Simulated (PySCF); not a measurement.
Computed spectra and the visible range. Vertical TDDFT excitations of isolated species (PySCF; the level stands beside each; core orbitals frozen in the response), one conformer each, no solvent.

1. `C=N[SiH2][Si@@H](C#N)OC`
2. `O=C(O)C(=O)O`
3. `Cc1ccsc1C(=O)Cl`
4. `CSc1cc(C)nnn1`
5. `[SiH3]OC=C1C=CC=C1`
6. `C[Si@@]1(P)C[C@H]1F`
7. `O=C([SiH3])/C=C\Cl`
8. `O=C=PCP`

For which of them does the calculation put a singlet between 380 and 750 nm?

7 and 8.

1. (B3LYP/def2-SVPD on a GFN2-xTB geometry) 310 nm (f 0.000); 260 nm (f 0.002); 221 nm (f 0.009); 213 nm (f 0.023); 202 nm (f 0.003).
2. (B3LYP/def2-SVPD on a GFN2-xTB geometry) 303 nm (f 0.000); 223 nm (f 0.000); 184 nm (f 0.000); 180 nm (f 0.094); 172 nm (f 0.000).
3. (CAM-B3LYP/def2-SVPD on a GFN2-xTB geometry) 263 nm (f 0.000); 258 nm (f 0.251); 255 nm (f 0.093); 205 nm (f 0.000); 197 nm (f 0.002).
4. (CAM-B3LYP/def2-SVPD on a GFN2-xTB geometry) 350 nm (f 0.005); 293 nm (f 0.000); 278 nm (f 0.000); 258 nm (f 0.021); 247 nm (f 0.005). No computed singlet lies in the visible range (380 to 750 nm); the lowest, at 350 nm, stands 0.28 eV above its violet end (3.26 eV); a Tamm–Dancoff triplet lies at 473 nm, without intensity as long as spin–orbit coupling is left out.
5. (CAM-B3LYP/def2-SVPD on a GFN2-xTB geometry) 326 nm (f 0.014); 248 nm (f 0.477); 201 nm (f 0.000); 198 nm (f 0.001); 192 nm (f 0.001).
6. (PBE0/def2-SVPD on a GFN2-xTB geometry) 221 nm (f 0.001); 214 nm (f 0.056); 209 nm (f 0.016); 197 nm (f 0.006); 194 nm (f 0.006).
7. (PBE0/def2-SVPD on a GFN2-xTB geometry) 428 nm (f 0.001); 235 nm (f 0.205); 224 nm (f 0.000); 209 nm (f 0.001); 192 nm (f 0.014). S1 lies in the visible range (380 to 750 nm), at 428 nm, f = 0.0008; light of that wavelength is violet, and its complementary colour is yellow-green; a Tamm–Dancoff triplet lies at 538 nm, without intensity as long as spin–orbit coupling is left out.
8. (wB97X-D/def2-SVPD on a GFN2-xTB geometry) 465 nm (f 0.000); 262 nm (f 0.009); 223 nm (f 0.102); 208 nm (f 0.011); 201 nm (f 0.049). S1 lies in the visible range (380 to 750 nm), at 465 nm, dark in the vertical dipole picture (f under 0.0005); light of that wavelength is blue, and its complementary colour is yellow; a Tamm–Dancoff triplet lies at 527 nm, without intensity as long as spin–orbit coupling is left out.
